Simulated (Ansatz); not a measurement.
Input for Ansatz (plane-wave DFT, PAW):

```yaml
crystal:
  lattice:
    - [-1.1621871066, 1.625406134, 3.5141597977]
    - [1.1621871066, -1.625406134, 3.5141597977]
    - [1.2997868826, 1.7283476064, -3.5141597977]
  atoms:
    - { symbol: Br, position: [0.0, 0.0, 0.0] }
basis:
  ecutwfc: 420
kpoints:
  mp_grid: { grid: [18, 18, 18] }
hamiltonian:
  xc: pbe
scf:
  occupations: { method: gaussian, width: 0.1 }
output:
  forces: true
  stress: true
  eigenvalues: true
```

It can be run as
```bash
ansatz run input.yaml --threads 1 --pin off --backend cpu --events-out ev --progress --plain --runs-dir out  # memory cap (--max-ram) not shown
```

The calculation used DFT PBE, scalar-relativistic, plane waves, PAW in Ansatz 0.2.0.

Part of what the program printed, abridged:

```
Pseudopotentials: kind: paw
Pseudopotential: Br, paw, valence charge 7, recommended cutoff 420 eV (normal)
Functional definition: PBE
Crystal: 1 atom, lattice volume = 28.966 Å³
Basis set: ecut = 420 eV, 559 PW (Γ), FFT grids on a1+a3, a2+a3, −a2, exchange–correlation on 48×36×60 points (8 copies of the dense FFT grid, shifted against one another)
Bands: 8, of which v1, the nominal top of the filled ones, is band 4 counted from 1 (3 counted from 0)
Symmetry: 4 space group operations
Space group: C2/m (ITA 12), of the structure as read, at distance tolerance 3.1e-5 Å
k-points: 1550 of 5832
Initial density: superposition of atomic densities (neutral atoms: chi_scale 0, normalization atom), corrected by the library's trained network
Initial wavefunctions: pseudopotential atomic-orbital guess
Functional: x = pbe(κ = 0.804, μ = 0.21951497), c = pbe(β = 0.06672455)
SCF iter   1: F=—  HF=-2783.000578 eV  |F-HF|=—  |Δ(HF+E_count)|=         —  Δρ=5.88e-3  dr2=7.27e-3  ethr=1.77e-3  ⟨swp⟩=7.5  Hψ=113644  notcnv=0
SCF iter   2: F=—  HF=-2782.998948 eV  |F-HF|=—  |Δ(HF+E_count)|=   1.63e-3  Δρ=3.19e-3  dr2=2.45e-3  ethr=1.04e-4  ⟨swp⟩=1.5  Hψ=26017  notcnv=0
SCF iter   3: F=—  HF=-2782.998104 eV  |F-HF|=—  |Δ(HF+E_count)|=   8.44e-4  Δρ=3.95e-4  dr2=2.87e-5  ethr=3.50e-5  ⟨swp⟩=2.6  Hψ=17350  notcnv=0
SCF iter   4: F=—  HF=-2782.998107 eV  |F-HF|=—  |Δ(HF+E_count)|=   3.42e-6  Δρ=8.24e-5  dr2=1.19e-6  ethr=4.11e-7  ⟨swp⟩=2.4  Hψ=17215  notcnv=0  defer=1
SCF iter   5: F=-2782.998108 eV  HF=-2782.998108 eV  |F-HF|=5.54e-9  |Δ(HF+E_count)|=   4.30e-7  Δρ=1.97e-5  dr2=8.83e-8  ethr=1.69e-8  ⟨swp⟩=2.5  Hψ=17245  notcnv=0  defer=2
SCF iter   6: F=-2782.998108 eV  HF=-2782.998108 eV  |F-HF|=5.37e-10  |Δ(HF+E_count)|=   8.22e-9  Δρ=3.86e-6  dr2=3.13e-9  ethr=1.26e-9  ⟨swp⟩=5.6  Hψ=72436  notcnv=0
SCF 1 converged in 6 iterations: F = -2782.998108 eV  dr2 = 3.13e-9
SCF converged after 6 iterations
Free energy (F): -2782.998108 eV
Harris-Foulkes:  -2782.998108 eV  (|F-HF|=5.37e-10)
Internal energy: -2782.995647 eV  (E = F + TS)
E sigma→0 (E₀):  -2782.996877 eV
Entropy (-TS):   -0.002461 eV (-2.461 meV/atom)
Fermi energy:    3.303656 eV
--- Per-component energies (eV) ---
  E_band       = -18.851055
  E_kinetic    = 132.839922
  E_local      = -213.605998  (includes V_loc(G=0)·N_el)
  E_nonlocal   = 70.647517
  E_hartree    = 52.801829
  E_xc         = -263.416452
  E_vxc        = -102.306003  (∫ρ·V_xc dr)
  E_paw        = -2247.087408  (= ΣΔE_a)
  E_vpaw       = -12.029856  (= ΣTr[D̂ρ^β])
  E_aug_tail   = 0.000000  (compensation charges beyond the density's cutoff)
  E_ewald      = -315.175057
  E_smearing   = -0.002461  (= −TS)
--- Forces (eV/Å), atoms counted from 1 ---
  atom   1  Br     0.00000000     0.00000000     0.00000000
--- Stress (GPa, compression-positive) ---
       14.383727      -0.064683       0.000000
       -0.064684       2.929619       0.000000
        0.000000       0.000000       1.540152
  P = ⅓ Tr σ = 6.2845 GPa (62.845 kbar)
--- Band table (eV; the first three rows and the last of 1550) ---
  k-point 0: bands = ["-13.2011", "0.9828", "1.8859", "8.2801", "8.4191", "12.2858", "15.3614", "17.2192"]
  k-point 1: bands = ["-13.1232", "1.0415", "1.8250", "7.6553", "8.5967", "12.4841", "15.0397", "17.9545"]
  k-point 2: bands = ["-12.8911", "1.2138", "1.6767", "6.2095", "9.0715", "13.0685", "14.4926", "19.5388"]
  k-point 1549: bands = ["-12.9665", "-1.1092", "1.6193", "8.1680", "10.3298", "15.0529", "16.3818", "19.4506"]
```

Self-consistency was reached.

The cell holds layers, and where no dispersion correction was added their binding is poorly described. Spin polarisation was left out, and a magnetic state may lie lower.